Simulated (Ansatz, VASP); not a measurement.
# SiRu2 in two plane-wave programs

Wanted: the spread between two codes on one cell, functional and k mesh. The two relaxations start from unlike cells of this crystal (the structure described is Ansatz's start), so only their ends are compared.

Main program and level: Ansatz 0.2.0; plane waves, with VASP 6.6.1 beside it; relaxation of cell and atoms at BLYP.

### Step 1. The structure

Symmetry: Pnma, No. 62, orthorhombic system. The conventional cell has a = 5.274 Å, b = 4.010 Å, c = 7.398 Å, α = 90.00°, β = 90.00°, γ = 90.00°. Si has 10 Ru at 2.44 to 2.88 Å nearest. Ru has 5 Si at 2.45 to 2.88 Å and 8 Ru at 2.70 to 2.84 Å nearest. Nearest to Ru lie 5 Si at 2.44 to 2.83 Å and 8 Ru at 2.73 to 2.84 Å. Farther neighbours are not listed.

### Step 2. VASP: relaxation of cell and atoms, BLYP

The relaxed volume is the usual yardstick between codes: in a stiff, nearly cubic crystal its relative difference is about their pressure difference at one cell divided by the bulk modulus.

Lines of VASP's logs that name or quote its potential files are left out, and so is its time.

File INCAR:

```
SYSTEM = SiRu2
PREC = Accurate
ENCUT = 500
EDIFF = 1E-07
NELM = 120
ISMEAR = 0
SIGMA = 0.1
LREAL = .FALSE.
ALGO = Normal
GGA = B5
ALDAX = 1
AGGAX = 1
AGGAC = 1
ALDAC = 0
NBANDS = 79
LASPH = .TRUE.
LORBIT = 11
LWAVE = .FALSE.
LCHARG = .FALSE.
ISIF = 3
IBRION = 2
NSW = 80
EDIFFG = -0.005
GGA_COMPAT = .FALSE.
NELMIN = 4
KPAR = 2
```

File POSCAR:

```
SiRu2
1.0
    5.4849500960      0.0000000000      0.0000000000
    0.0000000000      4.0972412459      0.0000000000
    0.0000000000      0.0000000000      7.4719559696
Si Ru
4 8
Direct
    0.2888237652      0.2500000000      0.9035157239
    0.7111762348      0.7500000000      0.0964844113
    0.7888237652      0.2500000000      0.5964844113
    0.2111762348      0.7500000000      0.4035157239
    0.5071915015      0.7500000000      0.7943274497
    0.4928084985      0.2500000000      0.2056725503
    0.0071915015      0.7500000000      0.7056725503
    0.9928083089      0.2500000000      0.2943274497
    0.8405951179      0.2500000000      0.9312071703
    0.1594048821      0.7500000000      0.0687928297
    0.3405951179      0.2500000000      0.5687928297
    0.6594048821      0.7500000000      0.4312071703
```

File KPOINTS:

```
Automatic mesh
0
Gamma
6 8 4
0 0 0
```

PAW data sets: Si and Ru_pv (PBE family, release 64).

On the command line:

```console
mpirun -np 2 vasp_std
```

Numbers of over 12 decimals in the logs are rounded to 6 here.

The program printed:

```text
[banner, memory and clock lines left out]
running    2 mpi-ranks, on    1 nodes
 distrk:  each k-point on    1 cores,    2 groups
 distr:  one band on    1 cores,    1 groups

 POSCAR found type information on POSCAR SiRu
 POSCAR found :  2 types and      12 ions
|                                                                             |
|               ----> ADVICE to this user running VASP <----                  |
|                                                                             |
|     You enforced a specific xc type in the INCAR file but a different       |
|     [... a line on the potential file left out ...]
|     I HOPE YOU KNOW WHAT YOU ARE DOING!                                     |
|                                                                             |

 LDA part: xc-table for (Slater(with rela. corr.)+VWN5), standard interpolation
 POSCAR, INCAR and KPOINTS ok, starting setup
 FFT: planning ... GRIDC
 FFT: planning ... GRID_SOFT
 FFT: planning ... GRID
 WAVECAR not read
 entering main loop
       N       E                     dE             d eps       ncg     rms          rms(c)
DAV:   1     0.147399507936E+04    0.14740E+04   -0.72342E+04  9776   0.165E+03
DAV:   2    -0.227142217103E+02   -0.14967E+04   -0.14470E+04  9910   0.514E+02
DAV:   3    -0.888032469603E+02   -0.66089E+02   -0.62364E+02 11556   0.102E+02
DAV:   4    -0.903845940918E+02   -0.15813E+01   -0.15712E+01 10774   0.139E+01
DAV:   5    -0.904270126780E+02   -0.42419E-01   -0.42409E-01 12134   0.216E+00    0.337E+01
DAV:   6    -0.854708600755E+02    0.49562E+01   -0.33233E+01 10130   0.254E+01    0.761E+00
DAV:   7    -0.860583001920E+02   -0.58744E+00   -0.62117E+00 10482   0.166E+01    0.105E+01
DAV:   8    -0.850398570841E+02    0.10184E+01   -0.23588E+00 10721   0.103E+01    0.484E+00
DAV:   9    -0.849949635941E+02    0.44893E-01   -0.20045E-01 10246   0.246E+00    0.684E-01
DAV:  10    -0.849941788396E+02    0.78475E-03   -0.15296E-02 10970   0.573E-01    0.311E-01
DAV:  11    -0.849946600145E+02   -0.48117E-03   -0.31975E-03 10406   0.332E-01    0.119E-01
DAV:  12    -0.849944845846E+02    0.17543E-03   -0.78643E-04 10322   0.212E-01    0.319E-02
DAV:  13    -0.849944804659E+02    0.41187E-05   -0.45800E-05 10605   0.483E-02    0.103E-02
DAV:  14    -0.849944793571E+02    0.11088E-05   -0.58409E-06 11479   0.108E-02    0.464E-03
DAV:  15    -0.849944789949E+02    0.36216E-06   -0.44359E-07  8653   0.374E-03    0.168E-03
DAV:  16    -0.849944791750E+02   -0.18010E-06   -0.64442E-08  5587   0.142E-03    0.536E-04
DAV:  17    -0.849944792712E+02   -0.96135E-07   -0.19652E-08  5426   0.835E-04
   1 F= -.84994479E+02 E0= -.84967503E+02  d E =-.849945E+02
[...]
2 F= -.84994489E+02 E0= -.84967503E+02  d E =-.997480E-05
[...]
3 F= -.84994493E+02 E0= -.84967510E+02  d E =-.138907E-04
[...]
4 F= -.84994493E+02 E0= -.84967510E+02  d E =-.136354E-04
 curvature:  -0.30 expect dE=-0.625E-05 dE for cont linesearch -0.272E-07
 trial: gam= 0.60723 g(F)=  0.824E-05 g(S)=  0.128E-04 ort =-0.186E-05 (trialstep = 0.919E+00)
 search vector abs. value=  0.327E-04
 bond charge predicted
       N       E                     dE             d eps       ncg     rms          rms(c)
DAV:   1    -0.849945451871E+02   -0.52308E-04   -0.39095E-03  9557   0.410E-01    0.485E-02
DAV:   2    -0.849945189593E+02    0.26228E-04   -0.22363E-04 10206   0.978E-02    0.278E-02
DAV:   3    -0.849945227023E+02   -0.37430E-05   -0.71840E-05 10932   0.834E-02    0.339E-02
DAV:   4    -0.849945055303E+02    0.17172E-04   -0.36234E-05 10909   0.590E-02    0.369E-03
DAV:   5    -0.849945057431E+02   -0.21277E-06   -0.33257E-06 11628   0.887E-03    0.271E-03
DAV:   6    -0.849945058016E+02   -0.58591E-07   -0.11680E-07  5224   0.233E-03
   5 F= -.84994506E+02 E0= -.84967540E+02  d E =-.128951E-04
 trial-energy change:   -0.000013  1 .order   -0.000014   -0.000018   -0.000009
 step:   1.8598(harm=  1.8598)  dis= 0.00069  next Energy=   -84.994511 (dE=-0.185E-04)
 reached required accuracy - stopping structural energy minimisation
```

Parts of OUTCAR (step 2):

```text
ion  position               nearest neighbor table
   1  0.289  0.250  0.904-   9 2.47  10 2.50  10 2.50   5 2.51   5 2.51  11 2.52   6 2.52   7 2.96
                             7 2.96   9 3.03
   2  0.711  0.750  0.096-  10 2.47   9 2.50   9 2.50   6 2.51   6 2.51  12 2.52   5 2.52   8 2.96
                             8 2.96  10 3.03
   3  0.789  0.250  0.596-  11 2.47  12 2.50  12 2.50   7 2.51   7 2.51   9 2.52   8 2.52   5 2.96
                             5 2.96  11 3.03
   4  0.211  0.750  0.404-  12 2.47  11 2.50  11 2.50   8 2.51   8 2.51  10 2.52   7 2.52   6 2.96
                             6 2.96  12 3.03
   5  0.507  0.750  0.794-   1 2.51   1 2.51   2 2.52  10 2.80  11 2.81  11 2.81   7 2.82   7 2.82
                            12 2.84   9 2.93   9 2.93   3 2.96   3 2.96
   6  0.493  0.250  0.206-   2 2.51   2 2.51   1 2.52   9 2.80  12 2.81  12 2.81   8 2.82   8 2.82
                            11 2.84  10 2.93  10 2.93   4 2.96   4 2.96
   7  0.007  0.750  0.706-   3 2.51   3 2.51   4 2.52  12 2.80   9 2.81   9 2.81   5 2.82   5 2.82
                            10 2.84  11 2.93  11 2.93   1 2.96   1 2.96
   8  0.993  0.250  0.294-   4 2.51   4 2.51   3 2.52  11 2.80  10 2.81  10 2.81   6 2.82   6 2.82
                             9 2.84  12 2.93  12 2.93   2 2.96   2 2.96
   9  0.841  0.250  0.931-   1 2.47   2 2.50   2 2.50   3 2.52   6 2.80   7 2.81   7 2.81   8 2.84
                            10 2.88  10 2.88   5 2.93   5 2.93   1 3.03
  10  0.159  0.750  0.069-   2 2.47   1 2.50   1 2.50   4 2.52   5 2.80   8 2.81   8 2.81   7 2.84
                             9 2.88   9 2.88   6 2.93   6 2.93   2 3.03
  11  0.341  0.250  0.569-   3 2.47   4 2.50   4 2.50   1 2.52   8 2.80   5 2.81   5 2.81   6 2.84
                            12 2.88  12 2.88   7 2.93   7 2.93   3 3.03
  12  0.659  0.750  0.431-   4 2.47   3 2.50   3 2.50   2 2.52   7 2.80   6 2.81   6 2.81   5 2.84
                            11 2.88  11 2.88   8 2.93   8 2.93   4 3.03

  LATTYP: Found a simple orthorhombic cell.
 ALAT       =     4.0972412459
 B/A-ratio  =     1.3386934688
 C/A-ratio  =     1.8236553625

 Subroutine GETGRP returns: Found  8 space group operations
 (whereof  2 operations were pure point group operations)

The static configuration has the point symmetry S_2 .
 The point group associated with its full space group is D_2h.

 Found     60 irreducible k-points:

   k-points           NKPTS =     60   k-points in BZ     NKDIM =     60   number of bands    NBANDS=     79

   dimension x,y,z NGX =    40 NGY =   30 NGZ =   54
   dimension x,y,z NGXF=    80 NGYF=   60 NGZF=  108

   ENCUT  =  500.0 eV  36.75 Ry    6.06 a.u.  10.00  7.47 13.62*2*pi/ulx,y,z

   NELECT =     128.0000    total number of electrons

 k-points in reciprocal lattice and weights: Automatic mesh
   0.00000000  0.00000000  0.00000000       0.005
   0.16666667  0.00000000  0.00000000       0.010
   0.33333333  0.00000000  0.00000000       0.010
   0.50000000  0.00000000  0.00000000       0.005
   0.00000000  0.12500000  0.00000000       0.010
   0.16666667  0.12500000  0.00000000       0.021
   0.33333333  0.12500000  0.00000000       0.021
   0.50000000  0.12500000  0.00000000       0.010
   0.00000000  0.25000000  0.00000000       0.010
[...]
0.33333333  0.50000000  0.50000000       0.010
   0.50000000  0.50000000  0.50000000       0.005

 average (electrostatic) potential at core
       1 -77.8852       2 -77.8853       3 -77.8853       4 -77.8852       5 -67.9008
       6 -67.9008       7 -67.9008       8 -67.9008       9 -67.8727      10 -67.8727
      11 -67.8727      12 -67.8727

 E-fermi :  11.7437

 k-point     1 :       0.0000    0.0000    0.0000
  band No.  band energies     occupation
    ...
     61      11.3352      2.00000
     62      11.3765      2.00000
     63      11.4768      1.99984
     64      11.5371      1.99653
     65      11.5922      1.96786
     66      12.2152      0.00000
     67      12.3933      0.00000
     68      12.4951      0.00000
     69      12.5983      0.00000
     70      12.8840      0.00000
    ...

 k-point     2 :       0.1667    0.0000    0.0000
  band No.  band energies     occupation
    ...
     61      11.4722      1.99988
     62      11.4770      1.99984
     63      11.4964      1.99953
     64      11.6555      1.78793
     65      11.7748      0.66077
     66      12.1140      0.00000
     67      12.3456      0.00000
     68      12.4437      0.00000
     69      12.9017      0.00000
     70      13.2594      0.00000
    ...

 k-point     3 :       0.3333    0.0000    0.0000
  band No.  band energies     occupation
    ...
     60      11.1892      2.00000
     61      11.6045      1.95105
     62      11.6278      1.89898
     63      11.6422      1.84900
     64      11.6617      1.75394
     65      12.1856      0.00000
     66      12.2314      0.00000
     67      12.5177      0.00000
     68      12.6854      0.00000
     69      12.9351      0.00000
    ...

  Total       -0.0108714     -0.0104809     -0.0130515      0.0000000      0.0000000      0.0000000
  in kB       -0.1037003     -0.0999754     -0.1244957      0.0000000      0.0000000      0.0000000
  external PRESSURE =      -0.1093905 kB  Pullay stress =       0.0000000 kB

  energy-cutoff  :      500.00
  volume of cell :      167.96
      direct lattice vectors                 reciprocal lattice vectors
     5.486821853 -0.000000000  0.000000000     0.182254869 -0.000000000  0.000000000
     0.000000000  4.097385648  0.000000000     0.000000000  0.244058062  0.000000000
     0.000000000  0.000000000  7.471160762     0.000000000  0.000000000  0.133848010

 POSITION                                       TOTAL-FORCE (eV/Angst)
 -----------------------------------------------------------------------------------
      1.58425      1.02435      6.75053        -0.004314      0.000000      0.001667
      3.90257      3.07304      0.72063         0.004314     -0.000000     -0.001667
      4.32767      1.02435      4.45621        -0.004314      0.000000     -0.001667
      1.15916      3.07304      3.01495         0.004314     -0.000000      0.001667
      2.78258      3.07304      5.93447        -0.001458      0.000000      0.003227
      2.70424      1.02435      1.53670         0.001458     -0.000000     -0.003227
      0.03917      3.07304      5.27228        -0.001458      0.000000     -0.003227
      5.44765      1.02435      2.19888         0.001458     -0.000000      0.003227
      4.61223      1.02435      6.95705         0.002141     -0.000000     -0.001030
      0.87459      3.07304      0.51411        -0.002141      0.000000      0.001030
      1.86882      1.02435      4.24969         0.002141     -0.000000      0.001030
      3.61800      3.07304      3.22147        -0.002141      0.000000     -0.001030
 -----------------------------------------------------------------------------------
    total drift:                                0.001011     -0.000000      0.003180

  FREE ENERGIE OF THE ION-ELECTRON SYSTEM (eV)
  ---------------------------------------------------
  free  energy   TOTEN  =       -84.9945058016 eV

  energy  without entropy=      -84.9405738966  energy(sigma->0) =      -84.96753985

 reached required accuracy - stopping structural energy minimisation

 total charge
# of ion       s       p       d       tot
------------------------------------------
    1        0.744   0.867   0.000   1.611
    2        0.744   0.867   0.000   1.611
    3        0.744   0.867   0.000   1.611
    4        0.744   0.867   0.000   1.611
    5        0.314   6.237   6.090  12.641
    6        0.314   6.237   6.090  12.641
    7        0.314   6.237   6.090  12.641
    8        0.314   6.237   6.090  12.641
    9        0.328   6.258   6.128  12.714
   10        0.328   6.258   6.128  12.714
   11        0.328   6.258   6.128  12.714
   12        0.328   6.258   6.128  12.714
--------------------------------------------------
tot          5.540  53.449  48.871 107.861

[... 3 further parts left out ...]
```

CONTCAR:

```
SiRu2
   1.00000000000000
     5.4868218527613335   -0.0000000000000000    0.0000000000000000
     0.0000000000000000    4.0973856480119153    0.0000000000000000
     0.0000000000000000    0.0000000000000000    7.4711607616749962
  Si              Ru
     4     8
Direct
     0.2887380869379170    0.2500000000000000    0.9035455645667217
     0.7112619130620830    0.7500000000000000    0.0964545706332751
     0.7887380869379170    0.2500000000000000    0.5964545706332752
     0.2112619130620830    0.7500000000000000    0.4035455645667218
     0.5071390350840581    0.7500000000000000    0.7943163758844072
     0.4928609649159418    0.2500000000000000    0.2056836241155928
     0.0071390350840582    0.7500000000000000    0.7056836241155928
     0.9928607753159475    0.2500000000000000    0.2943163758844073
     0.8406020632861285    0.2500000000000000    0.9311873557062957
     0.1593979367138716    0.7500000000000000    0.0688126442937042
     0.3406020632861285    0.2500000000000000    0.5688126442937043
     0.6593979367138715    0.7500000000000000    0.4311873557062958
```

The run keeps the 8 symmetry operations of its start, so it cannot find a distortion of lower symmetry.

(Part 1 of 2 ends here.)

[Lines on the potential files, build, host, timing and source positions are cut from VASP's logs without a mark.]

[Logs are printed without paths, hosts, clocks, repeated set-up lines and the standing remarks that a program may print on its own settings, such as how far it seeks lower states.]

[Hosts, paths, dates, database ids (printed as entryN), source tags and the programs' standing remarks are cut or masked in the printed files.]
